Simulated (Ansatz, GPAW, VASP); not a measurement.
**PbS: 4 runs at one level of theory**

```xyz
2
Lattice="0.0000 2.9657 2.9657 2.9657 0.0000 2.9657 2.9657 2.9657 0.0000" Properties=species:S:1:pos:R:3 pbc="T T T"
Pb    0.0000    0.0000    0.0000
S     2.9657    2.9657    2.9657
```

Alike in all runs: task single point; functional PBE; k mesh 8 × 8 × 8; occupations gaussian, width 0.1 eV; no spin polarisation; no spin-orbit coupling. Pressure is positive in compression and, in plane waves, holds the error of the finite cutoff, which Ansatz's Pulay term estimates and takes out.

```
                        program and potentials  plane-wave cutoff (eV)  notes  band gap (eV)  pressure (GPa)
                            Ansatz, Ansatz PAW                     420      -           0.36            2.23
           VASP, PBE PAW files Pb_d, S, 520 eV                     520      -           0.36            2.15
Ansatz, all-electron LAPW, scalar-relativistic                       -      -           0.36            2.24
    GPAW, GPAW PAW data sets (gpaw-data 1.2.1)                     600      -           0.31            1.99
```

The band gap spans 0.31 (GPAW, GPAW PAW data sets (gpaw-data 1.2.1)) to 0.36 eV (VASP, PBE PAW files Pb_d, S, 520 eV), with all-electron results at 0.36. The pressure spans 1.99 (GPAW, GPAW PAW data sets (gpaw-data 1.2.1)) to 2.24 GPa (Ansatz, all-electron LAPW, scalar-relativistic), with all-electron results at 2.24. Spin-orbit coupling, left out here, moves the band edges of heavy atoms.

Differences between rows come from potentials, basis sets and numerical settings, since the functional is the same but for its coding. Runs on potential files found faulty are left out.

Three of the four runs, the all-electron one among them, agree on a gap of 0.36 eV, while GPAW gives the lowest gap and the lowest pressure. As the lattice is identical throughout, the smaller gap is not a volume effect; it probably reflects how the Pb data set places the 6s and 6p levels.

The positive pressure in every row means that PBE favours a larger cell than the one used, in line with its usual underbinding. In PbS the valence-band top is S 3p pushed up by antibonding mixing with Pb 6s, and the conduction-band bottom is mainly Pb 6p. Expansion weakens that mixing and opens the gap, so relaxing the cell would probably increase it.

The gap's closeness to the known narrow gap of PbS is no sign of an accurate band structure. Spin-orbit splitting of the Pb 6p states would lower the conduction-band edge and shrink the gap, whereas semilocal exchange-correlation tends to make it too small, so the agreement probably rests on cancelling errors.
